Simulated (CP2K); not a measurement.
# Ti (Im-3m) in CP2K: notebook

One crystal, Ti, is run at these levels: PBE, LDA, PBEsol, r2SCAN; tasks: band structure.

Program: CP2K 2026.2. These are calculated values, not measurements. Logs are shortened: lines on timing, memory, paths and dates and some standing lists are left out, and cuts for length are marked.

## 1. Starting point

The structure is cubic, space group Im-3m (No. 229). The conventional cell has a = 3.282 Å, b = 3.282 Å, c = 3.282 Å, α = 90.00°, β = 90.00°, γ = 90.00°. Ti (site symmetry m-3m) has 8 Ti at 2.84 Å as nearest neighbours.

This isn't the form of Ti at room conditions, which is hcp.

## 2. Band structure, PBE

Contents of ti_bands.inp:

```
&GLOBAL
  PROJECT ti_bands
  RUN_TYPE ENERGY_FORCE
  PRINT_LEVEL LOW
&END GLOBAL
&FORCE_EVAL
  METHOD QS
  STRESS_TENSOR ANALYTICAL
  &DFT
    BASIS_SET_FILE_NAME BASIS_MOLOPT_UZH
    POTENTIAL_FILE_NAME POTENTIAL_UZH
    &MGRID
      CUTOFF 450
      REL_CUTOFF 60
      NGRIDS 5
    &END MGRID
    &QS
      METHOD GPW
      EPS_DEFAULT 1.0E-9
    &END QS
    &KPOINTS
      SCHEME MONKHORST-PACK 11 11 11
      GAMMA_CENTERED T
      SYMMETRY T
      SYMMETRY_BACKEND SPGLIB
    &END KPOINTS
    &SCF
      SCF_GUESS ATOMIC
      EPS_SCF 1.0E-6
      MAX_SCF 100
      ADDED_MOS 11
      CHOLESKY OFF
      EPS_EIGVAL 1.0E-7
      &DIAGONALIZATION ON
        ALGORITHM STANDARD
      &END DIAGONALIZATION
      &MIXING ON
        METHOD BROYDEN_MIXING
        ALPHA 0.4
        BETA 1.5
        NBUFFER 8
      &END MIXING
      &SMEAR ON
        METHOD FERMI_DIRAC
        ELECTRONIC_TEMPERATURE [K] 580.226
      &END SMEAR
    &END SCF
    &XC
      &XC_FUNCTIONAL
        &GGA_X_PBE
        &END GGA_X_PBE
        &GGA_C_PBE
        &END GGA_C_PBE
      &END XC_FUNCTIONAL
    &END XC
    &PRINT
      &KPOINTS ON
      &END KPOINTS
      &MULLIKEN ON
      &END MULLIKEN
      &MO ON
        ENERGIES T
        OCCUPATION_NUMBERS T
        &EACH
          QS_SCF 0
        &END EACH
        ADD_LAST NUMERIC
      &END MO
      &LOWDIN ON
      &END LOWDIN
      &HIRSHFELD ON
        SHAPE_FUNCTION DENSITY
      &END HIRSHFELD
      &BAND_STRUCTURE
        FILE_NAME bands.bs
        ADDED_MOS 2
        &KPOINT_SET
          UNITS B_VECTOR
          NPOINTS 10
          SPECIAL_POINT GAMMA 0.00000000 0.00000000 0.00000000
          SPECIAL_POINT H 0.50000000 -0.50000000 0.50000000
          SPECIAL_POINT N 0.00000000 0.00000000 0.50000000
          SPECIAL_POINT GAMMA 0.00000000 0.00000000 0.00000000
          SPECIAL_POINT P 0.25000000 0.25000000 0.25000000
          SPECIAL_POINT H 0.50000000 -0.50000000 0.50000000
        &END KPOINT_SET
        &KPOINT_SET
          UNITS B_VECTOR
          NPOINTS 10
          SPECIAL_POINT P 0.25000000 0.25000000 0.25000000
          SPECIAL_POINT N 0.00000000 0.00000000 0.50000000
        &END KPOINT_SET
      &END BAND_STRUCTURE
    &END PRINT
  &END DFT
  &SUBSYS
    &CELL
      A 2.8422953752 0.0000000000 0.0000000000
      B -0.9474317917 2.6797417786 0.0000000000
      C -0.9474317917 -1.3398708893 2.3207244559
      PERIODIC XYZ
    &END CELL
    &COORD
      SCALED
      Ti  0.0000000000 0.0000000000 0.0000000000
    &END COORD
    &KIND Ti
      BASIS_SET TZVP-MOLOPT-PBE-GTH-q12
      POTENTIAL GTH-PBE-q12
    &END KIND
    &PRINT
      &ATOMIC_COORDINATES ON
      &END ATOMIC_COORDINATES
      &CELL ON
      &END CELL
    &END PRINT
  &END SUBSYS
  &PRINT
    &FORCES ON
    &END FORCES
    &STRESS_TENSOR ON
    &END STRESS_TENSOR
  &END PRINT
&END FORCE_EVAL
```

Potentials or basis: POTENTIAL_UZH Ti GTH-PBE-q12; TZVP-MOLOPT-PBE-GTH basis.

Command:

```bash
$ OMP_NUM_THREADS=2 cp2k.psmp -i ti_bands.inp -o ti_bands.out
```

ti_bands.out:

```text

 CP2K| version string:                                       CP2K version 2026.2
 CP2K| Input file name                                              ti_bands.inp

 GLOBAL| Force Environment number                                              1
 GLOBAL| Basis set file name                                    BASIS_MOLOPT_UZH
 GLOBAL| Potential file name                                       POTENTIAL_UZH
 GLOBAL| MM Potential file name                                     MM_POTENTIAL
 GLOBAL| Coordinate file name                                      __STD_INPUT__
 GLOBAL| Method name                                                        CP2K
 GLOBAL| Project name                                                   ti_bands
 GLOBAL| Run type                                                   ENERGY_FORCE
 GLOBAL| FFT library                                                       FFTW3
[... 5 lines left out ...]
 GLOBAL| Global print level                                                  LOW
 GLOBAL| Total number of message passing processes                             1
 GLOBAL| Number of threads for this process                                    2
 GLOBAL| CPU model name                                                  UNKNOWN

 CELL| Volume [angstrom^3]:                                            17.676071
 CELL| Vector a [angstrom]:       2.842     0.000     0.000   |a| =     2.842295
 CELL| Vector b [angstrom]:      -0.947     2.680     0.000   |b| =     2.842295
 CELL| Vector c [angstrom]:      -0.947    -1.340     2.321   |c| =     2.842295
 CELL| Angle (b,c), alpha [degree]:                                   109.471221
 CELL| Angle (a,c), beta  [degree]:                                   109.471221
 CELL| Angle (a,b), gamma [degree]:                                   109.471221
 CELL| Numerically orthorhombic:                                              NO
 CELL| Periodicity                                                           XYZ

 CELL_REF| Volume [angstrom^3]:                                        17.676071
 CELL_REF| Vector a [angstrom     2.842     0.000     0.000   |a| =     2.842295
 CELL_REF| Vector b [angstrom    -0.947     2.680     0.000   |b| =     2.842295
 CELL_REF| Vector c [angstrom    -0.947    -1.340     2.321   |c| =     2.842295
 CELL_REF| Angle (b,c), alpha [degree]:                               109.471221
 CELL_REF| Angle (a,c), beta  [degree]:                               109.471221
 CELL_REF| Angle (a,b), gamma [degree]:                               109.471221
 CELL_REF| Numerically orthorhombic:                                          NO
 CELL_REF| Periodicity                                                       XYZ
[... 9 lines left out ...]
 TOTAL NUMBERS AND MAXIMUM NUMBERS

  Total number of            - Atomic kinds:                                   1
                             - Atoms:                                          1
                             - Shell sets:                                     1
                             - Shells:                                        11
                             - Primitive Cartesian functions:                  6
                             - Cartesian basis functions:                     41
                             - Spherical basis functions:                     35

  Maximum angular momentum of- Orbital basis functions:                        3
                             - Local part of the GTH pseudopotential:          2
                             - Non-local part of the GTH pseudopotential:      3

 MODULE QUICKSTEP: ATOMIC COORDINATES IN ANGSTROM

   Atom Kind Element         X             Y             Z       Z(eff)     Mass
      1    1 Ti   22      0.000000      0.000000      0.000000  12.0000  47.8670

 SCF PARAMETERS         Density guess:                                    ATOMIC
[... 9 lines left out ...]
                        --------------------------------------------------------
                        level_shift [a.u.]:                             0.000000
                        added MOs                                        11    0
                        --------------------------------------------------------
                        Mixing method:                            BROYDEN_MIXING
                                                charge density mixing in g-space
                        --------------------------------------------------------
                        Smear method:                                FERMI_DIRAC
                        Electronic temperature [K]:                        580.2
                        Electronic temperature [a.u.]:                  1.84E-03
                        Accuracy threshold:                             1.00E-10
                        --------------------------------------------------------
[... 86 lines left out ...]
  Core density on regular grids:               11.9999999953       -0.0000000047
  Total charge density on r-space grids:        0.0000000079
  Total charge density g-space grids:           0.0000000079

  Overlap energy of the core charge distribution:               0.00000000000000
  Self energy of the core charge distribution:               -106.62609833636455
  Core Hamiltonian energy:                                     27.13849546456981
  Hartree energy:                                              28.74144565459839
  Exchange-correlation energy:                                 -7.31524977744587
  Electronic entropic energy:                                  -0.00081329158467
  Fermi energy:                                                 0.38314750774336

  Total energy:                                               -58.06222028635693
  Total energy (extrapolated to T->0):                        -58.06181364056459

 MO| EIGENVALUES AND OCCUPATION NUMBERS FOR K POINT 1
 MO|
 MO|  Index      Eigenvalue [a.u.]        Eigenvalue [eV]             Occupation
 MO|      1              -1.685881             -45.875151               2.000000
 MO|      2              -0.823784             -22.416299               2.000000
 MO|      3              -0.823784             -22.416299               2.000000
 MO|      4              -0.821143             -22.344438               2.000000
 MO|      5               0.315434               8.583385               2.000000
 MO|      6               0.315434               8.583385               2.000000
[... 9 lines left out ...]
 MO|     16               1.410642              38.385516               0.000000
 MO|     17               1.682889              45.793731               0.000000
 MO| Sum:                                                              12.000000
 MO| E(Fermi):            0.383148 a.u.         10.425974 eV
 MO| Band gap:            0.168481 a.u.          4.584598 eV

 MO| EIGENVALUES AND OCCUPATION NUMBERS FOR K POINT 2
 MO|
 MO|  Index      Eigenvalue [a.u.]        Eigenvalue [eV]             Occupation
 MO|      1              -1.686536             -45.892987               2.000000
 MO|      2              -0.825335             -22.458508               2.000000
 MO|      3              -0.822375             -22.377969               2.000000
 MO|      4              -0.817571             -22.247249               2.000000
 MO|      5               0.327479               8.911160               2.000000
 MO|      6               0.330163               8.984184               2.000000
[... 90 lines left out ...]
 MO|      5               0.310039               8.436598               2.000000
 MO|      6               0.310431               8.447262               2.000000
[... 9 lines left out ...]
 MO|     16               1.440659              39.202324               0.000000
 MO|     17               1.739138              47.324340               0.000000
 MO| Sum:                                                              12.000000
 MO| E(Fermi):            0.383148 a.u.         10.425974 eV
 MO| Band gap:            0.204744 a.u.          5.571356 eV

 MO| EIGENVALUES AND OCCUPATION NUMBERS FOR K POINT 7
 MO|
 MO|  Index      Eigenvalue [a.u.]        Eigenvalue [eV]             Occupation
 MO|      1              -1.687210             -45.911329               2.000000
 MO|      2              -0.825610             -22.465982               2.000000
 MO|      3              -0.822415             -22.379050               2.000000
 MO|      4              -0.813721             -22.142478               2.000000
 MO|      5               0.341154               9.283264               2.000000
 MO|      6               0.343328               9.342443               2.000000
[... 160 lines left out ...]
 MO|      6               0.340419               9.263259               2.000000
[... 9 lines left out ...]
 MO|     16               1.325917              36.080031               0.000000
 MO|     17               1.481997              40.327182               0.000000
 MO| Sum:                                                              12.000000
 MO| E(Fermi):            0.383148 a.u.         10.425974 eV

 [... the levels of further k-points ...]

 !-----------------------------------------------------------------------------!
                     Mulliken Population Analysis

 #  Atom  Element  Kind  Atomic population                           Net charge
       1     Ti       1         12.000000                             -0.000000
 # Total charge                             12.000000                 -0.000000

 !-----------------------------------------------------------------------------!

 !-----------------------------------------------------------------------------!
                           Hirshfeld Charges

  #Atom  Element  Kind  Ref Charge     Population                    Net charge
      1       Ti     1      12.000         12.000                        -0.000

  Total Charge                                                           -0.000
 !-----------------------------------------------------------------------------!

 LOWDIN POPULATION ANALYSIS

 #  Atom  Element  Kind  Atomic population                           Net charge
       1     Ti       1         12.000000                              0.000000
 # Total charge                             12.000000                  0.000000

 KPOINTS| Band Structure Calculation
 KPOINTS| Number of k-point sets                                               2
 KPOINTS| Number of added MOs/bands                                            2
 KPOINTS| Number of k-points in set    1                                      51
 KPOINTS| In units of b-vector [2pi/Bohr]
 KPOINTS| Special point     1       GAMMA     0.000000     0.000000     0.000000
 KPOINTS| Special point     2           H     0.500000    -0.500000     0.500000
 KPOINTS| Special point     3           N     0.000000     0.000000     0.500000
 KPOINTS| Special point     4       GAMMA     0.000000     0.000000     0.000000
 KPOINTS| Special point     5           P     0.250000     0.250000     0.250000
 KPOINTS| Special point     6           H     0.500000    -0.500000     0.500000
 KPOINTS| Number of k-points in set    2                                      11
 KPOINTS| In units of b-vector [2pi/Bohr]
 KPOINTS| Special point     1           P     0.250000     0.250000     0.250000
 KPOINTS| Special point     2           N     0.000000     0.000000     0.500000

 ENERGY| Total FORCE_EVAL ( QS ) energy [hartree]            -58.062219957917982

 FORCES| Atomic forces [hartree/bohr]
 FORCES|   Atom     x               y               z               |f|
 FORCES|      1  1.65986886E-14  1.97913781E-14 -6.02517919E-15   2.65239118E-14
 FORCES| Sum     1.65986886E-14  1.97913781E-14 -6.02517919E-15
 FORCES| Total atomic force                                       2.65239118E-14

 STRESS| Analytical stress tensor [bar]
 STRESS|                        x                   y                   z
 STRESS|      x       -2.47902373182E+04   2.39276901094E+00   3.83372516399E+00
 STRESS|      y        2.39276901094E+00  -2.47886397455E+04   5.41459399149E+00
 STRESS|      z        3.83372516399E+00   5.41459399149E+00  -2.47826053380E+04
 STRESS| 1/3 Trace                                            -2.47871608006E+04
 STRESS| Determinant                                          -1.52293127640E+13

 STRESS| Eigenvectors and eigenvalues of the analytical stress tensor [bar]
 STRESS|                        1                   2                   3
 STRESS| Eigenvalues  -2.47919657008E+04  -2.47917316968E+04  -2.47777850041E+04
 STRESS|      x           0.739429159640      0.580449384099      0.341061622544
 STRESS|      y          -0.668026336088      0.569697689923      0.478733074260
 STRESS|      z           0.083578299617     -0.581827340880      0.809006559453
```

Run time: 60 s. Hardware: 2 threads of Arm Neoverse V1, shared host; peak memory 0.27 GiB.

Results:

```
Free energy            : -1579.9534 eV
Pressure               : -2.5 GPa
Band gap on the k mesh : none (metal or under the smearing width)
```

Levels at the corners of the path, in eV from the Fermi level:
```tsv
point	band 3	band 4	band 5	band 6	band 7	band 8	band 9	band 10
Γ	-32.39	-32.39	-5.89	0.98	0.98	0.98	2.70	2.70
H	-32.84	-32.84	-2.06	-2.06	3.85	3.85	3.85	8.44
N	-32.60	-32.40	-2.41	-0.38	1.14	2.69	3.03	4.19
Γ	-32.39	-32.39	-5.89	0.98	0.98	0.98	2.70	2.70
P	-32.71	-32.71	-0.59	-0.59	-0.59	3.09	3.09	9.05
H	-32.84	-32.84	-2.06	-2.06	3.85	3.85	3.85	8.44
P	-32.71	-32.71	-0.59	-0.59	-0.59	3.09	3.09	9.05
N	-32.60	-32.40	-2.41	-0.38	1.14	2.69	3.03	4.19
```

Caveat: the basis of atomic orbitals isn't converged, which shifts pressures, moduli and gaps.

[end of part 1 of 2]
